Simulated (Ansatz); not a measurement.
Set up this calculation in Ansatz 0.2.0, as an ASE script.

```yaml
Task: single point
Functional: revPBE
Potentials_or_basis: PseudoDojo standard
Cutoff: 1088 eV
Density_cutoff: 4354 eV
k_mesh: 9 × 9 × 9
Occupations: methfessel-paxton, width 0.1 eV
Spin: spin-orbit coupling, no magnetisation
Driver: calculator
```

The structure of Te lies in Te.cif:

```cif
data_Te
_cell_length_a 4.61180869
_cell_length_b 4.61180869
_cell_length_c 5.07286111
_cell_angle_alpha 90.00000000
_cell_angle_beta 90.00000000
_cell_angle_gamma 120.00000000
_space_group_name_H-M_alt 'R-3m'
_space_group_name_Hall '-R 3 2"'
_space_group_IT_number 166
loop_
_space_group_symop_operation_xyz
'x,y,z'
'-x,-y,-z'
'-y,x-y,z'
'y,-x+y,-z'
'-x+y,-x,z'
'x-y,x,-z'
'y,x,-z'
'-y,-x,z'
'x-y,-y,-z'
'-x+y,y,z'
'-x,-x+y,-z'
'x,x-y,z'
'x+2/3,y+1/3,z+1/3'
'-x+2/3,-y+1/3,-z+1/3'
'-y+2/3,x-y+1/3,z+1/3'
'y+2/3,-x+y+1/3,-z+1/3'
'-x+y+2/3,-x+1/3,z+1/3'
'x-y+2/3,x+1/3,-z+1/3'
'y+2/3,x+1/3,-z+1/3'
'-y+2/3,-x+1/3,z+1/3'
'x-y+2/3,-y+1/3,-z+1/3'
'-x+y+2/3,y+1/3,z+1/3'
'-x+2/3,-x+y+1/3,-z+1/3'
'x+2/3,x-y+1/3,z+1/3'
'x+1/3,y+2/3,z+2/3'
'-x+1/3,-y+2/3,-z+2/3'
'-y+1/3,x-y+2/3,z+2/3'
'y+1/3,-x+y+2/3,-z+2/3'
'-x+y+1/3,-x+2/3,z+2/3'
'x-y+1/3,x+2/3,-z+2/3'
'y+1/3,x+2/3,-z+2/3'
'-y+1/3,-x+2/3,z+2/3'
'x-y+1/3,-y+2/3,-z+2/3'
'-x+y+1/3,y+2/3,z+2/3'
'-x+1/3,-x+y+2/3,-z+2/3'
'x+1/3,x-y+2/3,z+2/3'
loop_
_atom_site_label
_atom_site_type_symbol
_atom_site_symmetry_multiplicity
_atom_site_Wyckoff_symbol
_atom_site_fract_x
_atom_site_fract_y
_atom_site_fract_z
_atom_site_occupancy
Te1 Te 3 b 0.0000000000 0.0000000000 0.5000000000 1
```

This isn't the form of Te at room conditions, which is trigonal, of chains.

One way to write it, as run:

run.py

```python
import json

import ase.io
import numpy as np
import spglib
from ase.calculators.calculator import CalculationFailed, Calculator
from ase.stress import full_3x3_to_voigt_6_stress
from ase.units import GPa

import ansatz as az

class AnsatzCalculator(Calculator):
    implemented_properties = ["energy", "free_energy", "forces", "stress", "magmom"]

    def calculate(self, atoms, properties, system_changes):
        super().calculate(atoms, properties, system_changes)
        structure = atoms.copy()
        structure.set_constraint()
        structure.set_momenta(None)
        structure.set_masses(None)
        outcome = (
            az.Crystal.from_ase(structure)
            .calculation()
            .basis(xc_grid=2)
            .kpoints(9, 9, 9)
            .functional("revpbe")
            .pseudopotentials(kind="nc_fr", accuracy="standard")
            .spin("noncollinear", soc=True)
            .scf(tolerance=2e-10)
            .occupations(method="methfessel_paxton", width=0.1)
            .forces()
            .stress()
            .run(threads=2)
        )
        if not outcome.report["converged"]:
            raise CalculationFailed("SCF not converged")
        report = outcome.report
        self.results = {
            "free_energy": report["lagrangian_ev"],
            "energy": report["lagrangian_ev"],
            "forces": np.array(report["forces_ev_ang"]),
            "stress": -GPa * full_3x3_to_voigt_6_stress(report["stress_gpa"]),
            "magmom": report["magnetization_mub"],
        }

np.set_printoptions(precision=5, suppress=True, linewidth=110)
atoms = ase.io.read("Te.cif")
cell, frac, numbers = spglib.find_primitive((atoms.cell[:], atoms.get_scaled_positions(), atoms.numbers), symprec=1e-5)
atoms = ase.Atoms(numbers, cell=cell, scaled_positions=frac, pbc=True)
atoms.calc = AnsatzCalculator()
print(f"free energy {atoms.get_potential_energy():.6f} eV")
print("forces (eV/A)", atoms.get_forces(), sep="\n")
print("stress (GPa, Voigt, tension positive)", atoms.get_stress() / GPa, sep="\n")
print(f"moment {atoms.get_magnetic_moment():.4f} muB")
```

Potentials or basis: PseudoDojo standard.

Command:

```console
$ python run.py
```

It gave:

```
Pressure : 3.9 GPa
```

Caveat: the potentials were made for another functional, which shifts forces and pressure; the thresholds are loose for stress.

Wall time 13 s on 2 threads of Arm Neoverse V1 (shared host), peak memory 0.73 GiB.
